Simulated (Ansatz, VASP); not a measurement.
# Sb: VASP beside Ansatz

POSCAR

```
Sb
1.0
    3.0020000000      0.0000000000      0.0000000000
    0.0000000000      3.0020000000      0.0000000000
    0.0000000000      0.0000000000      3.0810000000
Sb
1
Direct
    0.0000000000      0.0000000000      0.0000000000
```

File INCAR.step1:

```
PREC = Accurate ; ENCUT = 520
ISMEAR = 0 ; SIGMA = 0.15
LREAL = F ; LASPH = T
NELM = 60 ; NBANDS = 8
GGA = PE ; ALGO = Normal
EDIFF = 1E-4 ; LWAVE = T
LCHARG = F
```

The input INCAR.step2:

```
PREC = Accurate ; ENCUT = 520
EDIFF = 1E-6 ; ISMEAR = 0
SIGMA = 0.15 ; LREAL = F
LASPH = T ; NELM = 60
ALGO = Normal ; ISIF = 2
LWAVE = F ; LCHARG = T
METAGGA = R2SCAN ; LMIXTAU = T
LELF = T ; LVHAR = T
NBANDS = 8 ; ISTART = 1
```

Contents of KPOINTS:

```
regular mesh
0
Gamma
  16 16 16
```

Input for Ansatz:

```yaml
crystal:
  lattice:
    - [3.002, 0.0, 0.0]
    - [0.0, 3.002, 0.0]
    - [0.0, 0.0, 3.081]
  atoms:
    - { symbol: Sb, position: [0.0, 0.0, 0.0] }
basis:
  ecutwfc: 500
kpoints:
  mp_grid: { grid: [16, 16, 16] }
hamiltonian:
  xc: r2scan
scf:
  occupations: { method: gaussian, width: 0.15 }
output:
  forces: true
  stress: true
  eigenvalues: true
```

Change from the starting cell: strain -0.050 along x and y, -0.025 along z, atoms carried along.

Alike in both runs: task single point; functional r2SCAN; k mesh 16 × 16 × 16; occupations gaussian, width 0.15 eV; no spin polarisation.

```csv
,VASP,Ansatz
version,VASP 6.6.1,Ansatz 0.2.0
potentials or method,"VASP PAW PBE potentials, release 64 (Sb)","scalar-relativistic, plane waves, PAW"
plane-wave cutoff (eV),520,500
valence electrons in the cell,5,15
```

Ansatz gave:

```
gap on the k mesh at the Fermi level (eV)       : none
pressure (GPa)                                  : 4.1
largest component of the traceless stress (GPa) : 3.09
```

Estimate VASP's values.

gap on the k mesh at the Fermi level (eV): none; pressure (GPa): 4.2; largest component of the traceless stress (GPa): 3.11.

A gap of «none» marks a metal or a gap that the smearing closes. The two sets of potentials don't hold the same shells in valence.

Caveats: the PAW data sets were made with another functional, which shifts forces and pressure a little (VASP). Spin-orbit coupling is left out, which matters for the levels of Sb.
